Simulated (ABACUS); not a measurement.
Wanted: the native input for an ABACUS 3.10.1 run.

```yaml
Task: single point
Functional: rPW86PBE
Potentials_or_basis: SG15 ONCV 1.2 PBE
Cutoff: 1143 eV
Density_cutoff: 4572 eV
Basis: plane waves
k_mesh: 6 × 6 × 6
Occupations: fermi-dirac, width 0.05 eV
Spin: no spin polarisation
Radial_cutoff_of_the_potentials_pseudo_rcut: 10 bohr
SCF_threshold_on_the_density: 1e-08
Max_SCF_steps: 100
Eigensolver: dav
Mixing: broyden
Mixing_share: 0.7
Symmetry_key: 1
Bands: 19
```

The system is InAs.

```
CELL_PARAMETERS angstrom
-2.87730 0.00000 2.87730
0.00000 2.87730 2.87730
-2.87730 2.87730 0.00000
ATOMIC_POSITIONS crystal
In 0.50000 0.50000 0.50000
As 0.00000 0.00000 0.00000
```

Measurements of this composition are mostly on another form, of space group No. 216.

The input as run:

INPUT

```
INPUT_PARAMETERS
suffix              InAs
calculation         scf
basis_type          pw
pseudo_dir          ./
latname             fcc
symmetry            1
dft_functional      GGA_X_RPW86+GGA_C_PBE
ecutwfc             84
pseudo_rcut         10
nspin               1
nbands              19
ks_solver           dav
smearing_method     fd
smearing_sigma      0.00367493
scf_thr             1e-08
scf_nmax            100
mixing_type         broyden
mixing_beta         0.7
cal_force           1
cal_stress          1
out_chg             1
kpar                4
```

STRU

```
ATOMIC_SPECIES
In 114.8180 In_ONCV_PBE-1.2.upf
As 74.9216 As_ONCV_PBE-1.2.upf

LATTICE_CONSTANT
10.8746330746

ATOMIC_POSITIONS
Direct

In
0.0
1
0.5000000000 0.5000000000 0.5000000000 1 1 1

As
0.0
1
0.0000000000 0.0000000000 0.0000000000 1 1 1
```

KPT

```
K_POINTS
0
Gamma
6 6 6 0 0 0
```

Potentials or basis: SG15 ONCV 1.2 PBE, plane waves.

Run with:

```bash
$ OMP_NUM_THREADS=1 mpirun -np 4 abacus > log
```

It gave:

```
Pressure               : 3.1 GPa
Band gap on the k mesh : none (metal or under the smearing width)
```

Caveat: the potentials were made for another functional, which shifts forces and pressure.

Wall time 3.9 s on 4 MPI ranks on AMD EPYC 9R14 (Zen 4) (shared host), peak memory 0.4 GiB a rank.
